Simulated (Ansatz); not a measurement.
CdF2: the gap against volume

CdF2, Fm-3m, a = 5.444 Å. Ansatz: PBE+D3(BJ), PAW, 420 eV, Γ-centred 8×8×8 mesh on 3 atoms, Gaussian smearing 0.02 eV; no spin polarisation. Symmetry fixes shape and atoms, so the cell is only scaled; x = ln(V/V0) with V0 = 13.449 Å³/atom. The gap is read at the mesh points alone.

| x | gap y (eV) |
| --- | --- |
| -0.1278 | ? |
| -0.0943 | 3.330 |
| -0.0619 | 3.212 |
| -0.0305 | 3.098 |
| 0.0000 | 2.988 |
| 0.0296 | 2.882 |
| 0.0583 | 2.781 |
| 0.0953 | 2.651 |

Q: Fit a straight line to the other rows, give the volume deformation potential of the gap and its pressure coefficient, and predict the missing gap. B0 = 98.7 GPa.

A: Means x = -0.0005000, y = 2.9917; Σ(Δx)² = 0.02701, ΣΔxΔy = -0.09678; the slope is their ratio. y = 2.9899 − 3.5832 x. The slope is the deformation potential a = dE_g/d ln V = -3.58 eV, and dE_g/dP = −a/B0 = 36.3 meV/GPa. At x = -0.1278 the fit asked for gives 3.448 eV. The run gave 3.453 eV, so the fit is 0.005 eV too low, a small miss on the scale of the series.

Semilocal functionals give gaps under the measured ones; changes of the gap mostly carry over better.